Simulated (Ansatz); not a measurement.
AgBr:

```
Ag Br
1.0
     0.00000    2.87015    2.87015
     2.87015    0.00000    2.87015
     2.87015    2.87015    0.00000
Ag Br
1 1
Direct
  0.00000 0.00000 0.00000
  0.50000 0.50000 0.50000
```

Base run:

* Program: Ansatz 0.2.0
* Functional: LDA
* Potentials or basis: Ansatz PAW
* Cutoff: 420 eV (not typed: the program's choice for these potentials)
* k mesh: 8 × 8 × 8
* Occupations: fermi-dirac, width 0.05 eV
* Spin: no spin polarisation

Its results: band gap on the k mesh 0.38 eV, indirect (least direct gap 2.31 eV); pressure -4.2 GPa.

Task: After a change of settings the same cell gave: band gap on the k mesh 0.55 eV, indirect (least direct gap 2.32 eV); pressure -4.0 GPa. Which change was it?
A. functional from LDA to PBEsol; hubbard terms from none to Ag d U = 3.5 eV; hubbard projectors from none to ortho-atomic (the default)
B. hubbard terms from none to Ag d U = 1 eV; hubbard projectors from none to ortho-atomic (the default)
C. functional from LDA to PBE; potentials or basis from Ansatz PAW to SPMS NC; cutoff from 420 eV (not typed: the program's choice for these potentials) to 599 eV (not typed: the program's choice for these potentials)
D. functional from LDA to PBE; potentials or basis from Ansatz PAW to JTH PAW; cutoff from 420 eV (not typed: the program's choice for these potentials) to 1380 eV (not typed: the program's choice for these potentials); valence electrons from 26 to 18

Result: B.

The U term pushes filled and empty states of the shell apart.

Caveats: the PAW data sets come from PBE, with cores solved anew for the run's functional, which leaves a small shift of forces and pressure.
